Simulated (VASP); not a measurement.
# ZnO (P6_3mc) in VASP: a series of runs

The runs below take ZnO through single point, with r2SCAN, PBE.

All numbers are computed with VASP 6.6.1; they aren't measurements. Logs are shortened: lines on timing, memory, paths and dates and some standing lists are left out, and cuts for length are marked.

## (1) The cell of the first run

Symmetry: P6_3mc, No. 186, hexagonal system. Conventional cell: a = 3.340 Å, b = 3.340 Å, c = 5.379 Å, α = 90.00°, β = 90.00°, γ = 120.00°. Zn (site symmetry 3m) has 4 O at 2.03 to 2.04 Å as nearest neighbours. O (site symmetry 3m) is surrounded by 4 Zn at 2.03 to 2.04 Å.

The cell was built by a generator and needn't be a form met in nature.

## (2) Single point, r2SCAN (hydrostatic strain +3.2%)

File POSCAR:

```
ZnO
1.0
    3.3395188407      0.0000000000      0.0000000000
   -1.6697594204      2.8921081525      0.0000000000
    0.0000000000      0.0000000000      5.3787444708
Zn O
2 2
Direct
    0.3333333333      0.6666666667     -0.0023477535
    0.6666666667      0.3333333333      0.4976522465
    0.3333333333      0.6666666667      0.3773477535
    0.6666666667      0.3333333333      0.8773477535
```

File INCAR.step1:

```
SYSTEM = ZnO
PREC = Accurate
ENCUT = 520
ISMEAR = 0
SIGMA = 0.01
LREAL = .False.
LASPH = .True.
NELM = 100
NBANDS = 26
GGA = PE
ALGO = Normal
EDIFF = 1E-4
LWAVE = .True.
LCHARG = .False.
```

File INCAR.step2:

```
SYSTEM = ZnO
PREC = Accurate
ENCUT = 520
EDIFF = 1E-6
ISMEAR = 0
SIGMA = 0.01
LREAL = .False.
LASPH = .True.
NELM = 100
ALGO = Normal
ISIF = 2
LWAVE = .False.
LCHARG = .False.
METAGGA = R2SCAN
LMIXTAU = .True.
NBANDS = 26
ISTART = 1
```

File KPOINTS:

```
regular mesh
0
Gamma
  12 12 6
  0 0 0
```

Potentials or basis: VASP PAW PBE potentials, release 64 (Zn, O).

Run with:

```
cat potpaw_PBE.64/Zn/POTCAR potpaw_PBE.64/O/POTCAR > POTCAR
cp INCAR.step1 INCAR
mpirun -np 1 vasp_std > vasp.out
cp INCAR.step2 INCAR
mpirun -np 1 vasp_std > vasp.out
```

OUTCAR:

```text
SYSTEM = ZnO
   PREC = Accurate
   ENCUT = 520
   EDIFF = 1E-6
   ISMEAR = 0
   LREAL = .False.
   LASPH = .True.
   NELM = 100
   ISIF = 2
   METAGGA = R2SCAN
   ISTART = 1

 ion  position               nearest neighbor table
   1  0.333  0.667  0.998-   4 2.03   4 2.03   4 2.03   3 2.04
   2  0.667  0.333  0.498-   3 2.03   3 2.03   3 2.03   4 2.04
   3  0.333  0.667  0.377-   2 2.03   2 2.03   2 2.03   1 2.04
   4  0.667  0.333  0.877-   1 2.03   1 2.03   1 2.03   2 2.04

  LATTYP: Found a hexagonal cell.
 ALAT       =     3.3395188407
 C/A-ratio  =     1.6106345637

  Lattice vectors:

 A1 = (   3.3395188407,   0.0000000000,   0.0000000000)
 A2 = (  -1.6697594204,   2.8921081525,   0.0000000000)
 A3 = (   0.0000000000,   0.0000000000,   5.3787444708)

Analysis of symmetry for initial positions (statically):
=====================================================================
 Subroutine PRICEL returns:
 Original cell was already a primitive cell.

 Routine SETGRP: Setting up the symmetry group for a
 hexagonal supercell.

 Subroutine GETGRP returns: Found 12 space group operations
 (whereof  6 operations were pure point group operations)
 out of a pool of 24 trial point group operations.

The static configuration has the point symmetry C_3v.
 The point group associated with its full space group is C_6v.

Analysis of symmetry for dynamics (positions and initial velocities):
=====================================================================
 Subroutine PRICEL returns:
 Original cell was already a primitive cell.

 Routine SETGRP: Setting up the symmetry group for a
 hexagonal supercell.

 Subroutine GETGRP returns: Found 12 space group operations
 (whereof  6 operations were pure point group operations)
 out of a pool of 24 trial point group operations.

The dynamic configuration has the point symmetry C_3v.
 The point group associated with its full space group is C_6v.

 Subroutine INISYM returns: Found 12 space group operations
 (whereof  6 operations are pure point group operations),
 and found     1 'primitive' translations

----------------------------------------------------------------------------------------

                                     Primitive cell

  volume of cell :      51.9493

  direct lattice vectors                    reciprocal lattice vectors
     3.339518841  0.000000000  0.000000000     0.299444335  0.172884268  0.000000000
    -1.669759420  2.892108153  0.000000000     0.000000000  0.345768535  0.000000000
     0.000000000  0.000000000  5.378744471     0.000000000  0.000000000  0.185916993

  length of vectors
     3.339518841  3.339518841  5.378744471     0.345768535  0.345768535  0.185916993

  position of ions in fractional coordinates (direct lattice)
     0.333333333  0.666666667  0.997652247
     0.666666667  0.333333333  0.497652247
     0.333333333  0.666666667  0.377347753
     0.666666667  0.333333333  0.877347753

  ion indices of the primitive-cell ions
   primitive index   ion index
                 1           1
                 2           2
                 3           3
                 4           4

----------------------------------------------------------------------------------------

 KPOINTS: regular mesh

Automatic generation of k-mesh.
 Grid dimensions read from file:
 generate k-points for:   12   12    6

 Generating k-lattice:

  Cartesian coordinates                     Fractional coordinates (reciprocal lattice)
     0.024953695  0.014407022  0.000000000     0.083333333  0.000000000  0.000000000
     0.000000000  0.028814045  0.000000000     0.000000000  0.083333333  0.000000000
     0.000000000  0.000000000  0.030986166     0.000000000  0.000000000  0.166666667

  Length of vectors
     0.028814045  0.028814045  0.030986166

  Shift w.r.t. Gamma in fractional coordinates (k-lattice)
     0.000000000  0.000000000  0.000000000

 Subroutine IBZKPT returns following result:
 ===========================================

 Found     76 irreducible k-points:

 Following reciprocal coordinates:
            Coordinates               Weight
  0.000000  0.000000  0.000000      1.000000
  0.083333 -0.000000  0.000000      6.000000
  0.166667  0.000000  0.000000      6.000000
  0.250000  0.000000  0.000000      6.000000
  0.333333  0.000000  0.000000      6.000000
  0.416667 -0.000000  0.000000      6.000000
[... 16 lines left out ...]
  0.250000  0.000000  0.166667     12.000000
  0.333333  0.000000  0.166667     12.000000
 [... further k-points ...]
   k-points           NKPTS =     76   k-points in BZ     NKDIM =     76   number of bands    NBANDS=     26
   number of dos      NEDOS =    301   number of ions     NIONS =      4
   total plane-waves  NPLWV =  31360
   dimension x,y,z NGX =    28 NGY =   28 NGZ =   40
   dimension x,y,z NGXF=    56 NGYF=   56 NGZF=   80
   ions per type =               2   2
   NGX,Y,Z   is equivalent  to a cutoff of  13.94, 13.94, 12.36 a.u.
   NGXF,Y,Z  is equivalent  to a cutoff of  27.88, 27.88, 24.73 a.u.
 SYSTEM =  ZnO
   PREC   = accura    normal or accurate (medium, high low for compatibility)
   ISTART =      1    job   : 0-new  1-cont  2-samecut
   ICHARG =      0    charge: 1-file 2-atom 10-const
   ISPIN  =      1    spin polarized calculation?
   LNONCOLLINEAR =      F non collinear calculations
   LSORBIT =      F    spin-orbit coupling
   LASPH  =      T    aspherical Exc in radial PAW
   ENCUT  =  520.0 eV  38.22 Ry    6.18 a.u.   6.21  6.21 10.00*2*pi/ulx,y,z
   NELM   =    100;   NELMIN=  2; NELMDL=  0     # of ELM steps
   EDIFF  = 0.1E-05   stopping-criterion for ELM
   LREAL  =      F    real-space projection
   EDIFFG = 0.1E-04   stopping-criterion for IOM
   NSW    =      0    number of steps for IOM
   IBRION =     -1    ionic relax: 0-MD 1-quasi-New 2-CG
   NFREE  =      0    steps in history (QN), initial steepest desc. (CG)
   ISIF   =      2    stress and relaxation
   ISYM   =      2    0-nonsym 1-usesym 2-fastsym
   POTIM  = 0.5000    time-step for ionic-motion
   TEBEG  =    0.0;   TEEND  =   0.0 temperature during run
   PSTRESS=    0.0 pullay stress
   NELECT =      36.0000    total number of electrons
   NUPDOWN=      -1.0000    fix difference up-down
   EMIN   =  10.00;   EMAX   =-10.00  energy-range for DOS
   EFERMI =   0.00;   METHOD = LEGACY
   ISMEAR =     0;   SIGMA  =   0.01  broadening in eV -4-tet -1-fermi 0-gaus
   EFERMI_NEDOS =   21; number of points for ismear=-14 and -15
   IALGO  =     38    algorithm
   IMIX   =      4    mixing-type and parameters
     AMIX     =   0.40;   BMIX     =  1.00
     AMIX_MAG =   1.60;   BMIX_MAG =  1.00
  volume/ion in A,a.u.               =      12.99        87.64
  Fermi-wavevector in a.u.,A,eV,Ry     =   1.448714  2.737672 28.555516  2.098771
  Thomas-Fermi vector in A             =   2.566523
   LORBIT       =      0    0 simple, 1 ext, 2 COOP (PROOUT), +10 PAW based schemes
   METAGGA = R2SCAN    functional components
   LHFCALC =     F    Hartree Fock is set to
   AEXX    =    0.0000 exact exchange contribution
   IVDW    =     0    specifies the selected vdW correction
   LEPSILON=     F    determine dielectric tensor
   LRPA    =     F    only Hartree local field effects (RPA)
 non-spin polarized calculation
 Gauss-broadening in eV      SIGMA  =   0.01
  energy-cutoff  :      520.00
  volume of cell :       51.95
 maximum number of plane-waves:      1418
 NGX is ok and might be reduce to    28
   NGX = 13   NGY = 13   NGZ = 21

 number of electron      36.0000000 magnetization

 Free energy of the ion-electron system (eV)
  ---------------------------------------------------
  ext. energy  EPLUGINS =         0.00000000
  ---------------------------------------------------
  free energy    TOTEN  =       -36.15652879 eV

  energy without entropy =      -36.15652879  energy(sigma->0) =      -36.15652879

 E-fermi :   0.1500     XC(G=0): -11.1625

 val. band max:        0.0933445046   @ k =   0.0000   0.0000   0.0000
 cond. band min:       1.1774045888   @ k =   0.0000   0.0000   0.0000
 fundamental gap:      1.0840600842
 Fermi energy:         0.1500076684

 k-point     1 :       0.0000    0.0000    0.0000
  band No.  band energies     occupation
      1     -18.3127      2.00000
      2     -17.7474      2.00000
      3      -5.3427      2.00000
      4      -5.3427      2.00000
      5      -5.3017      2.00000
      6      -5.1658      2.00000
[... 18 lines left out ...]
     25      14.5421      0.00000
     26      14.5422      0.00000

 k-point     2 :       0.0833   -0.0000    0.0000
  band No.  band energies     occupation
      1     -18.2821      2.00000
      2     -17.7339      2.00000
      3      -5.3717      2.00000
      4      -5.3226      2.00000
      5      -5.2787      2.00000
      6      -5.1656      2.00000
[... 18 lines left out ...]
     25      14.5100      0.00000
     26      14.6244      0.00000

 k-point     3 :       0.1667    0.0000    0.0000
  band No.  band energies     occupation
      1     -18.1965      2.00000
      2     -17.6979      2.00000
      3      -5.4339      2.00000
      4      -5.2696      2.00000
      5      -5.2396      2.00000
      6      -5.1482      2.00000
[... 18 lines left out ...]
     25      14.4094      0.00000
     26      14.6986      0.00000

 k-point     4 :       0.2500    0.0000    0.0000
  band No.  band energies     occupation
      1     -18.0731      2.00000
      2     -17.6525      2.00000
      3      -5.4916      2.00000
      4      -5.2270      2.00000
      5      -5.2038      2.00000
      6      -5.0671      2.00000
[... 18 lines left out ...]
     25      13.7568      0.00000
     26      14.5462      0.00000

 k-point     5 :       0.3333    0.0000    0.0000
  band No.  band energies     occupation
      1     -17.9380      2.00000
      2     -17.6153      2.00000
      3      -5.5058      2.00000
      4      -5.2205      2.00000
      5      -5.1490      2.00000
      6      -4.9357      2.00000
[... 18 lines left out ...]
     25      13.8055      0.00000
     26      14.4282      0.00000

 k-point     6 :       0.4167   -0.0000    0.0000
  band No.  band energies     occupation
      1     -17.8246      2.00000
      2     -17.6005      2.00000
      3      -5.4748      2.00000
      4      -5.1940      2.00000
      5      -5.1173      2.00000
      6      -4.7871      2.00000
[... 427 lines left out ...]
 k-point    21 :       0.0833   -0.0000    0.1667
  band No.  band energies     occupation
      1     -18.2466      2.00000
      2     -17.7719      2.00000
      3      -5.3861      2.00000
      4      -5.3151      2.00000
      5      -5.2904      2.00000
      6      -5.2013      2.00000
[... 18 lines left out ...]
     25      13.8727      0.00000
     26      14.4229      0.00000

 k-point    22 :       0.1667    0.0000    0.1667
  band No.  band energies     occupation
      1     -18.1639      2.00000
      2     -17.7320      2.00000
      3      -5.4526      2.00000
      4      -5.2659      2.00000
      5      -5.2601      2.00000
      6      -5.1815      2.00000
[... 18 lines left out ...]
     25      13.6324      0.00000
     26      14.4996      0.00000

 k-point    23 :       0.2500    0.0000    0.1667
  band No.  band energies     occupation
      1     -18.0450      2.00000
      2     -17.6806      2.00000
      3      -5.5111      2.00000
      4      -5.2754      2.00000
      5      -5.1904      2.00000
      6      -5.0882      2.00000
[... 18 lines left out ...]
     25      13.7582      0.00000
     26      14.4239      0.00000

 k-point    24 :       0.3333    0.0000    0.1667
  band No.  band energies     occupation
      1     -17.9158      2.00000
      2     -17.6362      2.00000
      3      -5.5280      2.00000
      4      -5.2802      2.00000
      5      -5.1305      2.00000
      6      -4.9577      2.00000
[... 18 lines left out ...]
     25      13.8205      0.00000
     26      14.3626      0.00000

 [... further k-points ...]

------------------------ aborting loop because EDIFF is reached ----------------------------------------

  FORCE on cell =-STRESS in cart. coord.  units (eV):
  Direction    XX          YY          ZZ          XY          YZ          ZX
  --------------------------------------------------------------------------------------
  -------------------------------------------------------------------------------------
  Total       -3.5186474     -3.5186474     -3.5664323      0.0000000      0.0000000      0.0000000
  in kB     -108.5193008   -108.5193008   -109.9930459      0.0000000      0.0000000      0.0000000
  external PRESSURE =    -109.0105492 kB  Pullay stress =       0.0000000 kB

 VOLUME and BASIS-vectors are now :
 -----------------------------------------------------------------------------
  energy-cutoff  :      520.00
  volume of cell :       51.95
      direct lattice vectors                 reciprocal lattice vectors
     3.339518841  0.000000000  0.000000000     0.299444335  0.172884268  0.000000000
    -1.669759420  2.892108153  0.000000000     0.000000000  0.345768535  0.000000000
     0.000000000  0.000000000  5.378744471     0.000000000  0.000000000  0.185916993

 POSITION                                       TOTAL-FORCE (eV/Angst)
 -----------------------------------------------------------------------------------
     -0.00000      1.92807      5.36612         0.000000      0.000000     -0.000342
      1.66976      0.96404      2.67674        -0.000000     -0.000000     -0.000342
     -0.00000      1.92807      2.02966         0.000000      0.000000      0.000342
      1.66976      0.96404      4.71903        -0.000000      0.000000      0.000342
 -----------------------------------------------------------------------------------
    total drift:                                0.000000      0.000001      0.035238

  FREE ENERGIE OF THE ION-ELECTRON SYSTEM (eV)
  ---------------------------------------------------
  free  energy   TOTEN  =       -36.1565287872 eV

  energy  without entropy=      -36.1565287872  energy(sigma->0) =      -36.15652879
```

Run time: 6 min. Hardware: 1 thread of AMD EPYC 7R13 (Zen 3), shared host; peak memory 0.21 GiB.

What came out:

- Free energy: -36.1565 eV
- Pressure: -10.9 GPa
- Band gap on the k mesh: 1.08 eV, direct

Stress tensor (GPa, compression positive):
```
-10.85   0.00   0.00
  0.00 -10.85   0.00
  0.00   0.00 -11.00
```

Caveat: the PAW data sets were made with another functional, which shifts forces and pressure a little.

## (3) Single point, PBE (uniaxial_z strain -3.5%)

File INCAR:

```
ALGO     = Normal         # electronic algorithm
EDIFF    = 1E-6           # SCF threshold, eV
ENCUT    = 520            # plane-wave cutoff, eV
GGA      = PE             # functional
ISIF     = 2              # what is computed and relaxed
ISMEAR   = -1             # smearing method
LASPH    = True           # aspherical terms in the spheres
LCHARG   = False          # write CHGCAR
LREAL    = False          # projectors in reciprocal space
LWAVE    = False          # write WAVECAR
NBANDS   = 26             # bands
NELM     = 100            # most SCF steps
PREC     = Accurate       # precision mode
SIGMA    = 0.02           # smearing width, eV
```

File KPOINTS:

```
k-points
0
Gamma
  12 12 6
```

File POSCAR:

```
ZnO
1.0
    3.2353408649      0.0000000000      0.0000000000
   -1.6176704325      2.8018873789      0.0000000000
    0.0000000000      0.0000000000      5.0296106988
Zn O
2 2
Direct
    0.3333333333      0.6666666667     -0.0074825138
    0.6666666667      0.3333333333      0.4925174862
    0.3333333333      0.6666666667      0.3824825138
    0.6666666667      0.3333333333      0.8824825138
```

Potentials or basis: VASP PAW PBE potentials, release 64 (Zn, O).

Run with:

```
cat potpaw_PBE.64/Zn/POTCAR potpaw_PBE.64/O/POTCAR > POTCAR
mpirun -np 1 vasp_std > vasp.out
```

Wall time 90 s (1 thread of AMD EPYC 7R13 (Zen 3), shared host); peak memory 0.18 GiB.

The run converged. Its results:

```
Free energy            : -17.6929 eV
Pressure               : 13.1 GPa
Largest force          : 0.019 eV/Å
Band gap on the k mesh : 0.88 eV, direct
```

Forces in eV/Å, atoms in the order of the input:
```
Zn   0.000  0.000 -0.019
Zn   0.000  0.000 -0.019
O    0.000  0.000  0.019
O    0.000  0.000  0.019
```

Stress tensor (GPa, compression positive):
```
12.10  0.00  0.00
 0.00 12.10  0.00
 0.00  0.00 15.15
```

Levels at points of the mesh, in eV from the valence-band top:
```
           k point  band 15  band 16  band 17  band 18  band 19  band 20  band 21  band 22
(0.00, 0.00, 0.00)    -0.84    -0.12     0.00     0.00     0.88     5.24     8.66    12.79
(0.50, 0.00, 0.00)    -2.89    -2.48    -1.27    -0.97     5.95     6.88     7.94     8.60
(0.00, 0.00, 0.50)    -0.41    -0.41    -0.41    -0.41     3.62     3.62    10.45    10.45
(0.50, 0.00, 0.50)    -1.67    -1.67    -1.28    -1.28     5.85     5.85     8.67     8.67
```

## (4) Single point, PBE (hydrostatic strain +3.2%)

File INCAR:

```
  PREC = Accurate
  ENCUT = 520
  EDIFF = 1E-6
  ISMEAR = -1
  SIGMA = 0.02
  LREAL = F
  LASPH = T
  NELM = 100
  ALGO = Fast
  ISIF = 2
  LWAVE = F
  LCHARG = F
  GGA = PE
  NBANDS = 26
```

File KPOINTS:

```
Automatic mesh
0
Gamma
  12 12 6
```

File POSCAR:

```
ZnO
1.0
    3.3395188407      0.0000000000      0.0000000000
   -1.6697594204      2.8921081525      0.0000000000
    0.0000000000      0.0000000000      5.3787444708
Zn O
2 2
Direct
    0.3333333333      0.6666666667     -0.0023477535
    0.6666666667      0.3333333333      0.4976522465
    0.3333333333      0.6666666667      0.3773477535
    0.6666666667      0.3333333333      0.8773477535
```

Run with:

```
cat potpaw_PBE.64/Zn/POTCAR potpaw_PBE.64/O/POTCAR > POTCAR
mpirun -np 1 vasp_std > vasp.out
```

It took 2.1 min on 1 thread of AMD EPYC 7R13 (Zen 3), shared host; peak memory 0.2 GiB.

It converged, with:

```
Free energy            : -17.8245 eV
Pressure               : -5.2 GPa
Largest force          : 0.004 eV/Å
Band gap on the k mesh : 0.65 eV, direct
```

Forces on the atoms (eV/Å):
```
Zn   0.000  0.000  0.004
Zn   0.000  0.000  0.004
O    0.000  0.000 -0.004
O    0.000  0.000 -0.004
```

Stress tensor (GPa, compression positive):
```
-5.25  0.00  0.00
 0.00 -5.25  0.00
 0.00  0.00 -5.01
```

Levels at points of the mesh, in eV from the valence-band top:
| k point | band 14 | band 15 | band 16 | band 17 | band 18 | band 19 | band 20 | band 21 | band 22 | band 23 |
| --- | --- | --- | --- | --- | --- | --- | --- | --- | --- | --- |
| (0.00, 0.00, 0.00) | -0.70 | -0.70 | -0.06 | 0.00 | 0.00 | 0.65 | 4.89 | 7.91 | 12.44 | 12.44 |
| (0.50, 0.00, 0.00) | -3.28 | -2.56 | -1.98 | -1.14 | -0.73 | 5.40 | 6.75 | 7.47 | 7.89 | 10.15 |
| (0.00, 0.00, 0.50) | -2.18 | -0.34 | -0.34 | -0.34 | -0.34 | 3.24 | 3.24 | 9.71 | 9.71 | 12.71 |
| (0.50, 0.00, 0.50) | -3.59 | -1.33 | -1.33 | -1.22 | -1.22 | 5.54 | 5.54 | 7.93 | 7.93 | 10.94 |

## (5) Summary

```csv
level,cell,smearing,gap on the mesh (eV),pressure (GPa)
r2SCAN,hydrostatic strain +3.2%,gaussian 0.01 eV,1.08,-10.9
PBE,uniaxial_z strain -3.5%,fermi-dirac 0.02 eV,0.88,13.1
PBE,hydrostatic strain +3.2%,fermi-dirac 0.02 eV,0.65,-5.2
```

Alike in all rows: task single point; potentials or basis VASP PAW PBE potentials, release 64 (Zn, O); no spin polarisation; k mesh 12 × 12 × 6; cutoff (eV) 520.

Caveats: the PAW data sets were made with another functional, which shifts forces and pressure a little (some runs).

Absolute energies hang on the potentials; compare differences alone.
